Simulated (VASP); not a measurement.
# TiC (P-6m2) in VASP: a series of runs, part 2 of 3

VASP 6.6.1.

## (4) Relaxation of cell and atoms, PW91

Contents of INCAR:

```
SYSTEM = TiC
  PREC = Accurate
  ENCUT = 600
  EDIFF = 1E-6
  ISMEAR = -1
  SIGMA = 0.05
  LREAL = .False.
  LASPH = .True.
  NELM = 80
  ALGO = Normal
  ISIF = 3
  LWAVE = .False.
  LCHARG = .False.
  GGA = 91
  IBRION = 2
  NSW = 60
  EDIFFG = -0.01
```

Contents of KPOINTS:

```
Automatic mesh
0
Gamma
  10 10 10
  0 0 0
```

Contents of POSCAR:

```
TiC
1.0
    3.0420900000      0.0000000000      0.0000000000
   -1.5210400000      2.6345200000      0.0000000000
    0.0000000000      0.0000000000      2.6979700000
Ti C
1 1
Direct
    0.0000000000      0.0000000000      0.5000000000
    0.3333300000      0.6666700000      0.0000000000
```

Potentials or basis: VASP PAW PBE potentials, release 64 (Ti_sv, C).

The run is started by

```bash
$ cat potpaw_PBE.64/Ti_sv/POTCAR potpaw_PBE.64/C/POTCAR > POTCAR
$ mpirun -np 1 vasp_std > vasp.out
```

OUTCAR:

```text
SYSTEM = TiC
   PREC = Accurate
   ENCUT = 600
   EDIFF = 1E-6
   ISMEAR = -1
   LREAL = .False.
   LASPH = .True.
   NELM = 80
   ISIF = 3
   GGA = 91
   IBRION = 2
   NSW = 60
   EDIFFG = -0.01

 ion  position               nearest neighbor table
   1  0.000  0.000  0.500-   2 2.21   2 2.21   2 2.21   2 2.21   2 2.21   2 2.21
   2  0.333  0.667  0.000-   1 2.21   1 2.21   1 2.21   1 2.21   1 2.21   1 2.21

  LATTYP: Found a hexagonal cell.
 ALAT       =     3.0420900000
 C/A-ratio  =     0.8868804013

  Lattice vectors:

 A1 = (   3.0420900000,   0.0000000000,   0.0000000000)
 A2 = (  -1.5210400000,   2.6345200000,   0.0000000000)
 A3 = (   0.0000000000,   0.0000000000,   2.6979700000)

Analysis of symmetry for initial positions (statically):
=====================================================================
 Subroutine PRICEL returns:
 Original cell was already a primitive cell.

 Routine SETGRP: Setting up the symmetry group for a
 hexagonal supercell.

 Subroutine GETGRP returns: Found  4 space group operations
 (whereof  4 operations were pure point group operations)
 out of a pool of 24 trial point group operations.

The static configuration has the point symmetry C_2v.

Analysis of symmetry for dynamics (positions and initial velocities):
=====================================================================
 Subroutine PRICEL returns:
 Original cell was already a primitive cell.

 Routine SETGRP: Setting up the symmetry group for a
 hexagonal supercell.

 Subroutine GETGRP returns: Found  4 space group operations
 (whereof  4 operations were pure point group operations)
 out of a pool of 24 trial point group operations.

The dynamic configuration has the point symmetry C_2v.

 Subroutine INISYM returns: Found  4 space group operations
 (whereof  4 operations are pure point group operations),
 and found     1 'primitive' translations

----------------------------------------------------------------------------------------

                                     Primitive cell

  volume of cell :      21.6227

  direct lattice vectors                    reciprocal lattice vectors
     3.042090000  0.000000000  0.000000000     0.328721372  0.189787269  0.000000000
    -1.521040000  2.634520000  0.000000000     0.000000000  0.379575786  0.000000000
     0.000000000  0.000000000  2.697970000     0.000000000  0.000000000  0.370649044

  length of vectors
     3.042090000  3.042081247  2.697970000     0.379574694  0.379575786  0.370649044

  position of ions in fractional coordinates (direct lattice)
     0.000000000  0.000000000  0.500000000
     0.333330000  0.666670000  0.000000000

  ion indices of the primitive-cell ions
[... 105 lines left out ...]
   LRPA    =     F    only Hartree local field effects (RPA)
 conjugate gradient relaxation of ions
 non-spin polarized calculation
  energy-cutoff  :      600.00
  volume of cell :       21.62
 maximum number of plane-waves:       734
   NGX = 13   NGY = 13   NGZ = 11

--------------------------------------- Ionic step        1  -------------------------------------------

 number of electron      15.9999999 magnetization

 Free energy of the ion-electron system (eV)
  ---------------------------------------------------
  ext. energy  EPLUGINS =         0.00000000
  ---------------------------------------------------
  free energy    TOTEN  =       -17.37160705 eV

  energy without entropy =      -17.36769194  energy(sigma->0) =      -17.36964950

------------------------ aborting loop because EDIFF is reached ----------------------------------------

  FORCE on cell =-STRESS in cart. coord.  units (eV):
  Direction    XX          YY          ZZ          XY          YZ          ZX
  --------------------------------------------------------------------------------------
  -------------------------------------------------------------------------------------
  Total        0.0403170      0.0402690     -0.0125610     -0.0000413      0.0000000      0.0000000
  in kB        2.9873657      2.9838095     -0.9307314     -0.0030600      0.0000000      0.0000000
  external PRESSURE =       1.6801479 kB  Pullay stress =       0.0000000 kB

 VOLUME and BASIS-vectors are now :
 -----------------------------------------------------------------------------
  energy-cutoff  :      600.00
  volume of cell :       21.62
      direct lattice vectors                 reciprocal lattice vectors
     3.042090000  0.000000000  0.000000000     0.328721372  0.189787269  0.000000000
    -1.521040000  2.634520000  0.000000000     0.000000000  0.379575786  0.000000000
     0.000000000  0.000000000  2.697970000     0.000000000  0.000000000  0.370649044

 POSITION                                       TOTAL-FORCE (eV/Angst)
 -----------------------------------------------------------------------------------
      0.00000      0.00000      1.34899        -0.000081      0.000047      0.000000
     -0.00001      1.75636      0.00000         0.000081     -0.000047      0.000000
 -----------------------------------------------------------------------------------
    total drift:                                0.000024      0.000083      0.000000

  FREE ENERGIE OF THE ION-ELECTRON SYSTEM (eV)
  ---------------------------------------------------
  free  energy   TOTEN  =       -17.3716070542 eV

  energy  without entropy=      -17.3676919415  energy(sigma->0) =      -17.36964950

--------------------------------------- Ionic step        2  -------------------------------------------

 number of electron      15.9999999 magnetization

 Free energy of the ion-electron system (eV)
  ---------------------------------------------------
  ext. energy  EPLUGINS =         0.00000000
  ---------------------------------------------------
  free energy    TOTEN  =       -17.37167305 eV

  energy without entropy =      -17.36768909  energy(sigma->0) =      -17.36968107

 E-fermi :   8.5391     XC(G=0): -12.3016

 val. band max:        8.5267597459   @ k =   0.3000   0.1000   0.0000
 cond. band min:       8.5758065021   @ k =   0.5000   0.5000   0.1000
 fundamental gap:      0.0490467561
 Fermi energy:         8.5391114876

 k-point     1 :       0.0000    0.0000    0.0000
  band No.  band energies     occupation
      1     -47.8589      2.00000
      2     -24.1312      2.00000
      3     -24.1312      2.00000
      4     -23.6693      2.00000
      5      -3.4024      2.00000
      6       6.9444      2.00000
      7       6.9444      2.00000
      8       7.5959      2.00000
      9      10.8495      0.00000
     10      11.8448      0.00000
     11      11.8449      0.00000
     12      14.1870      0.00000
[... 331 lines left out ...]
 k-point    24 :      -0.2000    0.4000    0.0000
  band No.  band energies     occupation
      1     -47.8165      2.00000
      2     -24.4150      2.00000
      3     -24.2406      2.00000
      4     -23.6318      2.00000
      5      -1.6620      2.00000
      6       4.6485      2.00000
      7       7.2269      2.00000
      8       8.6075      0.40589
      9       8.7321      0.04132
     10      11.4065      0.00000
     11      12.0086      0.00000
     12      12.5758      0.00000

 [... further k-points ...]
[... 5 lines left out ...]
  --------------------------------------------------------------------------------------
  -------------------------------------------------------------------------------------
  Total        0.0086484      0.0086556     -0.0196014      0.0000063      0.0000000      0.0000000
  in kB        0.6397701      0.6403016     -1.4500264      0.0004646      0.0000000      0.0000000
  external PRESSURE =      -0.0566516 kB  Pullay stress =       0.0000000 kB

 VOLUME and BASIS-vectors are now :
 -----------------------------------------------------------------------------
  energy-cutoff  :      600.00
  volume of cell :       21.66
      direct lattice vectors                 reciprocal lattice vectors
     3.045048433 -0.000003030  0.000000000     0.328402190  0.189603426  0.000000000
    -1.522521836  2.637080536  0.000000000     0.000000377  0.379207446  0.000000000
     0.000000000  0.000000000  2.697152547     0.000000000  0.000000000  0.370761380

 POSITION                                       TOTAL-FORCE (eV/Angst)
 -----------------------------------------------------------------------------------
      3.04504     -0.00000      1.34858        -0.000035      0.000020      0.000000
     -0.00001      1.75806      0.00000         0.000035     -0.000020      0.000000
 -----------------------------------------------------------------------------------
    total drift:                                0.000040      0.000073      0.000000

  FREE ENERGIE OF THE ION-ELECTRON SYSTEM (eV)
  ---------------------------------------------------
  free  energy   TOTEN  =       -17.3716730522 eV

  energy  without entropy=      -17.3676890949  energy(sigma->0) =      -17.36968107

 reached required accuracy - stopping structural energy minimisation
```

CONTCAR:

```text
TiC
   1.00000000000000
     3.0450484329973770   -0.0000030303302565    0.0000000000000000
    -1.5225218359719790    2.6370805363135199    0.0000000000000000
     0.0000000000000000    0.0000000000000000    2.6971525470474496
  Ti              C
     1     1
Direct
     0.9999991392213075    0.0000008607786925    0.5000000000000000
     0.3333308607786891    0.6666691392213109    0.0000000000000000

  0.00000000E+00  0.00000000E+00  0.00000000E+00
  0.00000000E+00  0.00000000E+00  0.00000000E+00
```

Wall time 37 s (1 thread of Intel Xeon Platinum 8559C (Emerald Rapids), shared host); peak memory 0.19 GiB.

Results:

```yaml
Free_energy: -17.3717 eV
Relaxed_volume: 10.83 Å³/atom
Relaxed_cell: a = 3.045 Å, b = 3.045 Å, c = 2.697 Å, α = 90.00°, β = 90.00°, γ = 120.00°
Space_group_after_relaxing_to_0.05_Å: P-6m2 (No. 187)
Energy_gained_by_relaxing: 0.0 meV/atom
Ionic_steps: 2
Pressure_after_relaxing: 0.0 GPa
Band_gap_on_the_k_mesh: none (metal or under the smearing width)
```

Final structure:
```
Ti C
1.0
     3.04505    0.00000    0.00000
    -1.52252    2.63708    0.00000
     0.00000    0.00000    2.69715
Ti C
1 1
Direct
  0.00000 0.00000 0.50000
  0.33333 0.66667 0.00000
```

Levels at points of the mesh, in eV from the Fermi level:
| k point | band 4 | band 5 | band 6 | band 7 | band 8 | band 9 | band 10 | band 11 | band 12 |
| --- | --- | --- | --- | --- | --- | --- | --- | --- | --- |
| (0.00, 0.00, 0.00) | -32.21 | -11.94 | -1.59 | -1.59 | -0.94 | 2.31 | 3.31 | 3.31 | 5.65 |
| (0.50, 0.00, 0.00) | -32.16 | -9.57 | -4.82 | -0.74 | -0.29 | 0.22 | 3.01 | 3.44 | 3.69 |
| (0.50, 0.50, 0.00) | -32.16 | -9.57 | -4.82 | -0.74 | -0.29 | 0.22 | 3.01 | 3.44 | 3.69 |
| (0.00, 0.00, 0.50) | -32.59 | -8.83 | -5.55 | -0.52 | -0.52 | 1.12 | 1.12 | 4.71 | 4.71 |
| (0.50, 0.00, 0.50) | -32.67 | -8.76 | -3.98 | -2.53 | -2.22 | 1.51 | 3.24 | 4.31 | 5.53 |
| (0.50, 0.50, 0.50) | -32.67 | -8.76 | -3.98 | -2.53 | -2.22 | 1.51 | 3.24 | 4.31 | 5.53 |

Caveat: the PAW data sets were made with another functional, which shifts forces and pressure a little.

## (5) Relaxation of cell and atoms, AM05

INCAR: that of step 4 with these lines changed.

```diff
@@ -8,3 +8,3 @@
   LASPH = .True.
-  NELM = 80
+  NELM = 100
   ALGO = Normal
@@ -13,3 +13,3 @@
   LCHARG = .False.
-  GGA = 91
+  GGA = AM
   IBRION = 2
```

Contents of KPOINTS:

```
regular mesh
0
Gamma
  10 10 10
  0 0 0
```

POSCAR is that of step 4.

The run is started by

```bash
$ cat potpaw_PBE.64/Ti_sv/POTCAR potpaw_PBE.64/C/POTCAR > POTCAR
$ mpirun -np 1 vasp_std > vasp.out
```

Run time: 85 s. Hardware: 1 thread of Intel Xeon Platinum 8559C (Emerald Rapids), shared host; peak memory 0.19 GiB.

Results (log left out):

```yaml
Free_energy: -17.9334 eV
Relaxed_volume: 10.48 Å³/atom
Relaxed_cell: a = 3.007 Å, b = 3.007 Å, c = 2.676 Å, α = 90.00°, β = 90.00°, γ = 120.00°
Space_group_after_relaxing_to_0.05_Å: P-6m2 (No. 187)
Energy_gained_by_relaxing: 6.9 meV/atom
Ionic_steps: 6
Pressure_after_relaxing: 0.0 GPa
Band_gap_on_the_k_mesh: none (metal or under the smearing width)
```

Stress tensor (GPa, compression positive):
```
 0.06  0.00  0.00
 0.00  0.06  0.00
 0.00  0.00 -0.07
```

Step by step:
```csv
step,energy change (eV),largest force (eV/Å),pressure (GPa),volume (Å³)
1,0.0000,0.0001,-6.60,21.62
2,0.0058,0.0000,8.66,20.26
3,-0.0137,0.0001,-0.08,20.99
4,-0.0137,0.0001,0.01,20.98
5,-0.0138,0.0000,0.01,20.97
6,-0.0138,0.0000,0.02,20.95
```

Final structure:
```cif
data_structure
_symmetry_space_group_name_H-M 'P 1'
_symmetry_Int_Tables_number 1
_cell_length_a 3.0070
_cell_length_b 3.0070
_cell_length_c 2.6760
_cell_angle_alpha 90.000
_cell_angle_beta 90.000
_cell_angle_gamma 120.000
_cell_volume 20.95
loop_
_atom_site_label
_atom_site_type_symbol
_atom_site_fract_x
_atom_site_fract_y
_atom_site_fract_z
_atom_site_occupancy
Ti1 Ti 0.00000 0.00000 0.50000 1
C1 C 0.33333 0.66667 0.00000 1
```

Levels at points of the mesh, in eV from the Fermi level:
```tsv
k point	band 5	band 6	band 7	band 8	band 9	band 10	band 11	band 12
(0.00, 0.00, 0.00)	-12.07	-1.61	-1.61	-1.04	2.38	3.51	3.51	5.94
(0.50, 0.00, 0.00)	-9.53	-4.98	-0.82	-0.32	0.31	3.19	3.66	3.96
(0.50, 0.50, 0.00)	-9.53	-4.98	-0.82	-0.32	0.31	3.19	3.66	3.96
(0.00, 0.00, 0.50)	-8.78	-5.74	-0.48	-0.48	1.18	1.18	4.92	4.92
(0.50, 0.00, 0.50)	-8.78	-4.10	-2.58	-2.27	1.51	3.47	4.58	5.92
(0.50, 0.50, 0.50)	-8.78	-4.10	-2.58	-2.27	1.51	3.47	4.58	5.92
```

Caveat: the PAW data sets were made with another functional, which shifts forces and pressure a little.

[end of part 2 of 3]
